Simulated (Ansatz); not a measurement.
PtS₂: stable or not

It was reached by relaxing an invented guess, and it needn't be the stable form of this composition.

Theory: DFT PBE+D3(BJ), scalar-relativistic, plane waves, PAW in Ansatz. Settings of the last relaxation (3-atom cell): 420 eV, 9×9×9 k points, Gaussian smearing of 0.02 eV, no spin polarisation.

```
Pt S
1.0
     1.77177    1.02293    5.33620
    -1.77177    1.02293    5.33620
     0.00000   -2.04586    5.33620
Pt S
1 2
Direct
  0.00000 0.00000 0.00000
  0.74385 0.74385 0.74385
  0.25615 0.25615 0.25615
```

The zero of energy is the elements' standard structures at the same level; no fitted shifts are applied.

Q: These tests were run: energy against the elements; random kick, then relaxation without symmetry; phonons on a 2×2×2 q mesh. What do they show?

A:

```
                                         test                         result
                  energy against the elements                 −0.362 eV/atom
random kick, then relaxation without symmetry                        returns
                    phonons on a 2×2×2 q mesh  no imaginary mode on the mesh
```

It fails none of these tests. Other phases of the system weren't compared here, so this isn't yet thermodynamic stability.

These runs have no spin–orbit coupling, which can matter for Pt. The kick test ran on a coarse mesh. The run for the phonons used a 10×10×10 k mesh.
